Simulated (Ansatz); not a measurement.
# Cu: relaxing cell and atoms and phonons, part 2 of 2

Aim: for Cu, 2 runs in a chain (relaxing cell and atoms and phonons).

Ansatz 0.2.0; DFT PBEsol, scalar-relativistic, plane waves, PAW. Earlier steps stand in the parts before.

### Step 3. Phonons

It takes the final geometry of step 2.

File input.yaml:

```yaml
crystal:
  lattice:
    - [0.0, 1.7816373974, 1.7816373974]
    - [1.7816373974, 0.0, 1.7816373974]
    - [1.7816373974, 1.7816373974, 0.0]
  atoms:
    - { symbol: Cu, position: [0.0, 0.0, 0.0] }
scf:
  occupations: { method: gaussian, width: 0.1 }
output: {}
hamiltonian:
  xc: pbesol
  pseudopotentials: { kind: paw, azcp: { folder: soft_1 } }
phonons:
  thermal_expansion: {}
  temperatures: { t_max: 800.0, t_step: 50.0 }
  method: dfpt
  qmesh: [4, 4, 4]
kpoints:
  mp_grid: { grid: [20, 20, 20] }
```

On the command line:

```bash
ansatz run input.yaml --threads 8 --pin off --max-ram 16384MiB --backend cpu --events-out ev --progress --plain --runs-dir out
```

The program printed:

```text
Warning: <dir> the record states the generating functional pbe (its physics header spells it `PBE`), which answers neither for hamiltonian.xc's functional nor for the pbesol family's — results may be inconsistent (PPs are generated against a specific XC)
Warning: RAYON_NUM_THREADS=8 ignored (pool sized by the plan → 8); use --threads N
Engine: ansatz 0.2.0, x86_64-unknown-linux-gnu
Pseudopotentials: kind: paw
Pseudopotential: Cu, paw, valence charge 19, recommended cutoff 420 eV (normal), <dir>
Functional definition: PBEsol
  exchange = pbesol_x
  correlation = pbesol_c
Crystal: 1 atoms, lattice volume = 11.311 Å³
Basis set: ecut = 487.2 eV, 283 PW (Γ), exchange–correlation on 40×40×40 points (8 copies of the dense FFT grid, shifted against one another)
Bands: 14, of which v1, the nominal top of the filled ones, is band 10 counted from 1 (9 counted from 0)
Symmetry: 48 space group operations
Space group: Fm-3m (ITA 225), of the structure as read, at distance tolerance 2.2e-5 Å
k-points: 256 of 8000
Non-local potential: Cu, projectors of the file, l = 0: 3, l = 1: 2, l = 2: 3, l = 3: 1
PAW form: soft (Blöchl's): semilocal exchange-correlation on the pseudo side does not see the compensation charge
PAW frozen core: Cu, regenerated for the run's functional, and the local potential with it (the file was generated under x = pbe(κ = 0.804, μ = 0.2195149727645171), c = pbe(β = 0.06672455060314922))
PAW one-centre angular grid: Cu, 590 points (default); XC on 64 Gauss nodes
Initial density: superposition of atomic densities (chi_scale 0.1, normalization cell)
Initial wavefunctions: pseudopotential atomic-orbital guess
Functional: x = pbesol(κ = 0.804, μ = 0.12345679012345678), c = pbesol(β = 0.046)
SCF iter   1: F=—  HF=-6589.886790 eV  |F-HF|=—  |Δ(HF+E_count)|=         —  Δρ=2.98e-1  dr2=5.92e0  ethr=3.10e-3  ⟨swp⟩=5.4  Hψ=18426  notcnv=0
preconditioner: auto → none  [metal: Δε(μ)=0.026 eV  Ē_g=16.259 eV  σ=0.100 eV  W_gap=0.15  n_scr=0 (ndim 8)  ℏωp=36.6 eV  f_vac=0.000  D(μ)=0.60/eV (n_scr^D=8)]
SCF iter   2: F=—  HF=-6588.801778 eV  |F-HF|=—  |Δ(HF+E_count)|=    1.09e0  Δρ=3.52e-2  dr2=1.04e-1  ethr=3.10e-3  ⟨swp⟩=2.6  Hψ=8627  notcnv=0  defer=88
SCF iter   3: F=—  HF=-6588.786232 eV  |F-HF|=—  |Δ(HF+E_count)|=   1.55e-2  Δρ=1.87e-2  dr2=2.69e-2  ethr=5.46e-4  ⟨swp⟩=1.8  Hψ=5361  notcnv=0  defer=88
SCF iter   4: F=—  HF=-6588.783301 eV  |F-HF|=—  |Δ(HF+E_count)|=   2.93e-3  Δρ=9.86e-4  dr2=4.49e-5  ethr=1.42e-4  ⟨swp⟩=1.0  Hψ=3482  notcnv=0  defer=88
SCF iter   5: F=—  HF=-6588.783350 eV  |F-HF|=—  |Δ(HF+E_count)|=   4.95e-5  Δρ=9.65e-5  dr2=1.96e-7  ethr=2.36e-7  ⟨swp⟩=2.0  Hψ=5119  notcnv=0  defer=88
SCF iter   6: F=—  HF=-6588.783350 eV  |F-HF|=—  |Δ(HF+E_count)|=   6.07e-7  Δρ=4.77e-5  dr2=1.57e-7  ethr=1.03e-9  ⟨swp⟩=2.0  Hψ=5932  notcnv=0  defer=88
SCF iter   7: F=—  HF=-6588.783350 eV  |F-HF|=—  |Δ(HF+E_count)|=   1.20e-8  Δρ=2.21e-6  dr2=3.21e-10  ethr=8.28e-10  ⟨swp⟩=1.0  Hψ=3490  notcnv=0  defer=88
SCF iter   8: F=-6588.783350 eV  HF=-6588.783350 eV  |F-HF|=2.73e-12  |Δ(HF+E_count)|=  5.00e-11  Δρ=7.97e-8  dr2=2.53e-13  ethr=1.00e-12  ⟨swp⟩=5.0  Hψ=14250  notcnv=0
SCF 1 converged in 8 iterations: F = -6588.783350 eV  dr2 = 2.53e-13
relax step   1: F+E_penalty+E_count = -6588.78334961 eV  Δ(F+E_penalty+E_count) = +0.000e0 eV  max|allowed force component| = 0.000e0 eV/Å  Δτ_max = 0.0000 Å  (8 SCF iters, accepted)
NSCF: frozen V_eff on 256 k-points
the band table was solved once a step of the walk had ended and its energy, with any forces and stress, was formed, with the checks that follow a solve (19565 applications of the Hamiltonian). They found nothing against the state; the energy, forces and stress were not computed again (output.eigenvalues in the input reference)
SCF converged after 8 iterations
Free energy (F): -6588.783350 eV
Harris-Foulkes:  -6588.783350 eV  (|F-HF|=2.73e-12)
Internal energy: -6588.782020 eV  (E = F + TS)
E sigma→0 (E₀):  -6588.782685 eV
Entropy (-TS):   -0.001330 eV (-1.330 meV/atom)
Fermi energy:    17.061133 eV
--- Per-component energies (eV) ---
  E_band       = -353.855866
  E_kinetic    = 262.716826
  E_local      = -4423.318910  (includes V_loc(G=0)·N_el)
  E_nonlocal   = 891.168649
  E_hartree    = 1872.297192
  E_xc         = -69.073689
  E_vxc        = -89.539773  (∫ρ·V_xc dr)
  E_paw        = -1778.473033  (= ΣΔE_a)
  E_vpaw       = -739.477493  (= ΣTr[D̂ρ^β])
  E_aug_tail   = 0.000416  (compensation charges beyond the density's cutoff)
  E_ewald      = -3344.305674
  E_core_change = 0.206203  (= ΣΔE_core)
  E_smearing   = -0.001330  (= −TS)
  E_closure    = -0.000000  (closes the sum)
  Σ components = -6588.783350   (vs F -6588.783350, Δ=0.00e0)
--- Forces (eV/Å), atoms counted from 1 ---
  atom   1  Cu    -0.00000000     0.00000000    -0.00000000
  max |Σ_I F_I| component: 6.57e-32 eV/Å
--- Stress (GPa, compression-positive) ---
        0.000431      -0.000000       0.000000
       -0.000000       0.000431       0.000000
       -0.000000      -0.000000       0.000431
  P = ⅓ Tr σ = 0.0004 GPa (0.004 kbar)
--- Band table (eV; the first three rows and the last of 256) ---
  k-point 0: bands = ["-95.2695", "-52.7211", "-52.7211", "-52.7211", "7.3211", "13.9513", "13.9513", "13.9513", "14.8529", "14.8529", "40.0377", "42.8976", "42.8976", "42.8976"]
  k-point 1: bands = ["-95.2691", "-52.7243", "-52.7216", "-52.7216", "7.4150", "13.9299", "13.9702", "13.9702", "14.8452", "14.8452", "39.5677", "41.6081", "42.5813", "42.5813"]
  k-point 2: bands = ["-95.2679", "-52.7334", "-52.7229", "-52.7229", "7.6939", "13.8704", "14.0210", "14.0210", "14.8279", "14.8279", "37.5873", "40.8663", "41.9751", "41.9751"]
  k-point 255: bands = ["-95.2461", "-52.8067", "-52.8067", "-52.7709", "12.7306", "13.3869", "13.3869", "14.8030", "15.6205", "23.4090", "23.4090", "25.5898", "26.2145", "45.8733"]
── thermal expansion: 3 new cells, 3 in all ──
thermal expansion: relaxation of cell 2
thermal expansion: relaxation of cell 3
── thermal expansion: 2 new cells, 5 in all ──
thermal expansion: relaxation of cell 4
thermal expansion: lower-state search of cell 4
thermal expansion: electrons of cell 4
thermal expansion: phonons of cell 4
thermal expansion: relaxation of cell 5
thermal expansion: electrons of cell 1
thermal expansion: electrons of cell 2
thermal expansion: electrons of cell 3
thermal expansion: electrons of cell 5
thermal expansion: phonons of cell 5
── thermal expansion: 5 new cells, 10 in all ──
thermal expansion: relaxation of cell 6
thermal expansion: relaxation of cell 7
thermal expansion: relaxation of cell 8
thermal expansion: relaxation of cell 9
thermal expansion: relaxation of cell 10
thermal expansion: electrons of cell 6
thermal expansion: electrons of cell 7
thermal expansion: electrons of cell 8
thermal expansion: electrons of cell 9
thermal expansion: electrons of cell 10
thermal expansion: phonons of cell 6
thermal expansion: phonons of cell 7
--- Relaxed structure (1 steps of the walk, 1 accepted, 0 SCFs on fresh bases) ---
  F+E_penalty+E_count = -6588.78334961 eV   max|allowed force component| = 0.000e0 eV/Å
  atoms:
    - { symbol: Cu, position: [0.0, 0.0, 0.0] }
--- Thermal expansion: 10 cells in 3 rounds, 0 GPa ---
  no lower state was reached at cell 4
  without vibrations: a 2.51959, b 2.51959, c 2.51959 Å, V 11.3103 Å³, B 168.07 GPa
  at 0 K: a 2.52445, b 2.52445, c 2.52445 Å, V 11.3759 Å³, B 164.99 GPa
  zero-point expansion: a +0.193, b +0.193, c +0.193, V +0.580 %
      T/K        a/Å        b/Å        c/Å       V/Å³ | expansion of a, b, c, V (1e-6/K)   | that of V in the mean from 25 °C | C_P, C_V (J/mol K of the cell) | B_T, B_S (GPa)
     0.00    2.52445    2.52445    2.52445    11.3759 |    0.00    0.00    0.00    0.00 |   30.02 |     0.000     0.000 |   164.99   164.99
   100.00    2.52538    2.52538    2.52538    11.3885 |    9.24    9.24    9.24   27.73 |   39.62 |    15.513    15.427 |   163.48   164.39
   200.00    2.52841    2.52841    2.52841    11.4295 |   13.72   13.72   13.72   41.17 |   43.58 |    22.388    22.015 |   159.77   162.48
   298.15    2.53202    2.53202    2.53202    11.4786 |   15.21   15.21   15.21   45.63 |       - |    24.391    23.723 |   155.81   160.20
   350.00    2.53405    2.53405    2.53405    11.5062 |   15.71   15.71   15.71   47.13 |   46.46 |    24.979    24.151 |   153.67   158.93
   450.00    2.53814    2.53814    2.53814    11.5620 |   16.49   16.49   16.49   49.46 |   47.85 |    25.785    24.640 |   149.44   156.39
   550.00    2.54242    2.54242    2.54242    11.6205 |   17.18   17.18   17.18   51.54 |   49.10 |    26.410    24.926 |   145.12   153.76
   650.00    2.54688    2.54688    2.54688    11.6818 |   17.86   17.86   17.86   53.58 |   50.31 |    26.970    25.122 |   140.70   151.04
   750.00    2.55152    2.55152    2.55152    11.7458 |   18.57   18.57   18.57   55.71 |   51.51 |    27.515    25.273 |   136.17   148.25
   800.00    2.55391    2.55391    2.55391    11.7788 |   18.94   18.94   18.94   56.83 |   52.13 |    27.792    25.339 |   133.86   146.82
  the static fit leaves 0.001 meV an atom of the energies and, of the stresses, 0.000 GPa of each cell's largest along a strain (root mean squares over the cells), whose Pulay part it has at -0.074 GPa
  vibrations' free energy: its fit passes through its cells
  the electrons' free energy at temperature is in it; its fit leaves 0.0000 meV an atom at the most
  free energies summed between the sampled wave vectors
  estimated error of the fitted expansion in any direction: up to 0.021e-6/K, at 800 K, with few degrees of freedom (an estimate, not a bound: it was exceeded on models of known expansion)
  by sums over the sampled wave vectors an expansion of the volume parts by up to 1.46e-6/K
  by a static energy of one degree less an expansion of the volume parts by up to 0.12e-6/K
  the FFT grids of the static calculations differ: 18 × 18 × 18, 20 × 20 × 20
```

Wall time 3.9 min (8 threads of AMD EPYC 9R45 (Zen 5), shared host); peak memory 3.9 GiB.

### Step 4. Results

The summary covers parts 1 to 2.

| step | volume (Å³/atom) | pressure (GPa) | energy (eV) | gap on the mesh (eV) | time |
| --- | --- | --- | --- | --- | --- |
| 2 | 11.31 | 0.0 | -6588.781 | 0.00 | 1.5 s |

| quantity | value |
| --- | --- |
| relaxed cell, step 2 (conventional) | a = 3.563 Å, b = 3.563 Å, c = 3.563 Å, α = 90.00°, β = 90.00°, γ = 90.00° |

**Reading.** A measured lattice constant a of Cu is 3.615 Å (300 K; quoted in “Multiple origins of extra electron diffractions in fcc metals”, 2023, arxiv:2311.10326); the calculated 3.563 Å misses it by -1.4 %. That is the cell relaxed with PBEsol, without thermal expansion or zero-point motion.
